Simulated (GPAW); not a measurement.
# Te (P3_121) in GPAW: a series of runs, part 2 of 2

GPAW 26.7.0. Earlier steps stand in the parts before.

### 4 Optical spectrum by the Bethe-Salpeter equation, PBE

run.py reads:

```python
import numpy as np
from ase import Atoms
from ase.dft.bandgap import bandgap
from ase.io import write
from gpaw import GPAW, PW
from gpaw.response.bse import BSE

atoms = Atoms(['Te', 'Te', 'Te'],
              cell=[[4.454, 0.0, 0.0],
                    [-2.227, 3.8572771485, 0.0],
                    [0.0, 0.0, 5.924]],
              scaled_positions=[[0.731, 0.731, 0.0],
                                [0.0, 0.269, 0.6666666667],
                                [0.269, 0.0, 0.3333333333]],
              pbc=True)

calc = GPAW(mode=PW(450),
            xc='PBE',
            kpts={'size': (6, 6, 4), 'gamma': True},
            occupations={'name': 'fermi-dirac', 'width': 0.001},
            nbands=19,
            convergence={'density': 1e-06},
            maxiter=150,
            txt='gpaw.txt')
atoms.calc = calc
energy = atoms.get_potential_energy()
calc.write('gs.gpw')
write('result.traj', atoms)
print(f'Energy: {energy:.6f} eV')
print('Fermi level:', round(calc.get_fermi_level(), 4), 'eV')
print(f'Gap: {bandgap(calc)[0]:.4f} eV, direct: {bandgap(calc, direct=True)[0]:.4f} eV')

dense = calc.fixed_density(kpts={'size': (4, 4, 3), 'gamma': True},
                           nbands=75, convergence={'bands': 69, 'eigenstates': 1e-7},
                           update_fermi_level=True, txt='dense.txt')
dense.write('dense.gpw', mode='all')
gap = bandgap(dense, direct=True)[0]
print(f'Direct gap on the dense mesh: {gap:.4f} eV')

bse = BSE('dense.gpw',
          ecut=40,
          valence_bands=range(6, 9),
          conduction_bands=range(9, 12),
          nbands=69,
          mode='BSE',
          integrate_gamma='sphere',
          direction=0,
          txt='bse.txt',
          eshift=0.25)
bse.get_dielectric_function(w_w=np.linspace(0, 10, 201), eta=0.1, filename='bse.csv', write_eig='eig.dat')
_, energies, weights = np.loadtxt('eig.dat', unpack=True)
bright = energies[weights > 1e-3 * weights.max()]
print(f'Lowest exciton {energies.min():.4f} eV, lowest bright one {bright.min():.4f} eV')
```

Potentials or basis: GPAW PAW data sets (gpaw-data 1.2.1), pw.

Run with:

```sh
$ OMP_NUM_THREADS=1 python run.py
```

gpaw.txt:

```text
__  _  _
 | _ |_)|_||  |
 |__||  | ||/\| - 26.7.0

Input parameters:
  mode=PW(ecut=450.00000000000006),
  convergence={'density': 1e-06},
  kpts=MonkhorstPack(size=(6, 6, 4), gamma=True),
  maxiter=150,
  nbands=19,
  occupations=Occupations(name='fermi-dirac', width=0.001),
  xc=XC(name='PBE')

Diagonalizing LCAO Hamiltonian
Converting LCAO to pw mode

        Te

           Te
              Te

Atoms  # Å, Bohr magnetons
|   | symbol |         x |        y |        z |    initial magnetic moments |
|---|--------|-----------|----------|----------|-----------------------------|
| 0 |     Te |  1.627937 | 2.819670 | 0.000000 | ( 0.0000,  0.0000,  0.0000) |
| 1 |     Te | -0.599063 | 1.037608 | 3.949333 | ( 0.0000,  0.0000,  0.0000) |
| 2 |     Te |  1.198126 | 0.000000 | 1.974667 | ( 0.0000,  0.0000,  0.0000) |

Unit cell  # Å
| periodic |         x |        y |        z |  lengths |     angles |
|----------|-----------|----------|----------|----------|------------|
|      yes |  4.454000 | 0.000000 | 0.000000 | 4.454000 |  90.000000 |
|      yes | -2.227000 | 3.857277 | 0.000000 | 4.454000 |  90.000000 |
|      yes |  0.000000 | 0.000000 | 5.924000 | 5.924000 | 120.000000 |

Number of symmetries: 2
Symmetry operations  # r_c * U_cc + t_c -> r_c
|   | kind |            matrix            |
|---|------|------------------------------|
| 0 |  E   |  1, 0, 0,  0, 1, 0,  0, 0, 1 |
| 1 |  C2  |  0, 1, 0,  1, 0, 0,  0, 0,-1 |

BZ-sampling:
  Number of BZ points: 144
  Number of IBZ points: 47

  Monkhorst-Pack size: [6, 6, 4]
  Monkhorst-Pack shift: [0.08333333333333333, 0.08333333333333333, 0.125]

[... 78 lines left out ...]
  Trust region scale: 1.0
  Backstep threshold: 4.0
  History deletion threshold: 6.0
  Fourier metric: weight=20.0, sigma=0.015

occupation numbers:
  Fermi-Dirac:
    width: 0.0010  # eV

poisson solver:
  ecut: 3600.0000000000005  # eV

xc functional:
  name: PBE with 2 nearest neighbor stencil

convergence criteria:
- Maximum integral of absolute [dens]ity change: 1e-06 electrons / valence electron
- Maximum [total energy] change in last 3 cyles: 0.0005 eV / valence electron
- Maximum integral of absolute [eigenst]ate change: 4e-08 eV^2 / valence electron
maximum number of iterations: 150

SCF iterations
|iter     | |      energy | eigst |  dens |
|---------|-|-------------|-------|-------|
|iter:   1| |   -9.607223 | -0.33 |       |
|iter:   2| |   -9.614595 | -2.24 | -1.23 |
|iter:   3| |   -9.594906 | -3.03 | -1.26 |
|iter:   4| |   -9.594250 | -3.91 | -1.76 |
|iter:   5| |   -9.594438c| -5.29 | -2.51 |
|iter:   6| |   -9.594480c| -5.95 | -2.92 |
|iter:   7| |   -9.594472c| -6.46 | -3.18 |
|iter:   8| |   -9.594473c| -7.35 | -3.88 |
|iter:   9| |   -9.594473c| -7.94c| -4.81 |
|iter:  10| |   -9.594473c| -8.40c| -5.22 |
|iter:  11| |   -9.594473c| -9.26c| -6.14c|

Converged in 11 steps
Energy contributions relative to reference atoms: (reference = -554372.050302)

Energy contributions:
  Kinetic:          15.175022
  Coulomb:         -15.394467
  Zero:              0.362478
  External:          0.000000
  Xc:               -9.737506
  Entropy:          -0.000000
  Spinorbit:         0.000000
  ----------------------------
  Free energy:      -9.594473
  Extrapolated:     -9.594473

dipole moment: (-9.520128, -16.489346, -25.324309)  # |e|*Ang

Fermi level: 5.867
Eigenvalues  # (at kpt = [0.000, 0.000, 0.000])
| band index |      eig [eV] | occ [0-2] |
|------------|---------------|-----------|
|          0 |        -7.869 |     2.000 |
|          1 |        -4.570 |     2.000 |
|          2 |        -4.570 |     2.000 |
|          3 |         2.663 |     2.000 |
|          4 |         2.977 |     2.000 |
|          5 |         2.977 |     2.000 |
[... 9 lines left out ...]
|         15 |        12.086 |     0.000 |
|         16 |        12.086 |     0.000 |
|        ... |               |           |
|         18 |        12.353 |     0.000 |

Gap: 0.168 eV
Transition (v -> c):
  (s=0, k=32, n=8, [0.33, 0.33, 0.50]) -> (s=0, k=32, n=9, [0.33, 0.33, 0.50])
No difference between direct/indirect transitions
# Writing to gs.gpw (mode='')
```

chi0.txt:

```text
FrequencyDescriptor(from 0.000 to 0.000 eV, 1 points)
FrequencyDescriptor(from 0.000 to 0.000 eV, 1 points)

Calculating chi0 body with:
    Ground state adapter containing:
    Number of spins: 1
    Number of kpoints: 48
    Number of irreducible kpoints: 17
    Number of completely occupied states: 9
    Number of partially occupied states: 9
[... 11 lines left out ...]
Symmetries of q_c:
    Direct symmetries (Uq -> q): 2
    Indirect symmetries (TUq -> q): 2
In total 4 allowed symmetries.
[... 32 lines left out ...]
    Number of irreducible kpoints: 17
    Number of completely occupied states: 9
    Number of partially occupied states: 9
[... 16 lines left out ...]
Integral kind: response function

Finished calculating chi0

[... 14 further blocks of this kind ...]
Calculating chi0 body with:
    Ground state adapter containing:
    Number of spins: 1
    Number of kpoints: 48
    Number of irreducible kpoints: 17
    Number of completely occupied states: 9
    Number of partially occupied states: 9
[... 16 lines left out ...]
Integral kind: response function

Finished calculating chi0
```

It took 4 min on 1 thread of Arm Neoverse V2, shared host; peak memory 0.34 GiB.

What came out:

| Quantity | Value |
| --- | --- |
| Free energy | -9.5945 eV |
| Band gap on the k mesh, mean-field level | 0.17 eV, direct |
| Exciton binding energy | 0.07 eV |

Lowest exciton energies (eV): 1.18, 1.21, 1.21, 1.22, 1.22, 1.22, 1.23, 1.23

Caveat: the band lists can cut through equal levels, which moves peak heights; the k mesh is coarse; on so coarse a mesh excitons come out too strongly bound; on this mesh the treatment of q = 0 moves the result by about a tenth of an eV; the long-wavelength limit can be off by a per cent or two; the static dielectric constant lacks the antiresonant part and is too small; spectra need much finer meshes, so this one isn't converged; spin-orbit coupling is left out, which moves the levels of the heavy elements; an odd mesh through Γ misses points on the zone boundary, where band edges often lie.
